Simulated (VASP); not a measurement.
InSe, 12 atoms in the cell. The cell holds a slab with vacuum, 12 atoms: a = 3.969 Å, b = 3.969 Å, c = 40.238 Å, α = 90.00°, β = 90.00°, γ = 120.00°. 

| Item | Value |
| --- | --- |
| Program | VASP 6.6.1 |
| Task | relaxation of cell and atoms |
| Functional | LDA |
| Potentials or basis | VASP PAW LDA potentials, release 64 (Se, In_d) |
| Cutoff | 600 eV |
| k mesh | 9 × 9 × 1 |
| Occupations | gaussian, width 0.03 eV |
| Spin | no spin polarisation |
| Further INCAR settings | ALGO = Normal; EDIFF = 1e-07; IBRION = 2; EDIFFG = -0.005; NSW = 90; ISIF = 3 |

Potentials or basis: VASP PAW LDA potentials, release 64 (Se, In_d).

Run with:

```console
$ cat potpaw_LDA.64/Se/POTCAR potpaw_LDA.64/In_d/POTCAR > POTCAR
$ mpirun -np 4 vasp_std > vasp.out
```

Hardware: 4 MPI ranks on Intel(R) Xeon(R) Platinum 8259CL CPU @ 2.50GHz (Skylake/Cascade Lake) (shared host).

**Question.** Estimate the wall time of this run.

**Answer.** It took 16 min on 4 MPI ranks on Intel(R) Xeon(R) Platinum 8259CL CPU @ 2.50GHz (Skylake/Cascade Lake), with other jobs on the host, peak memory 0.83 GiB a rank. Counts: scf iterations 57, k points 12, ion steps 7.
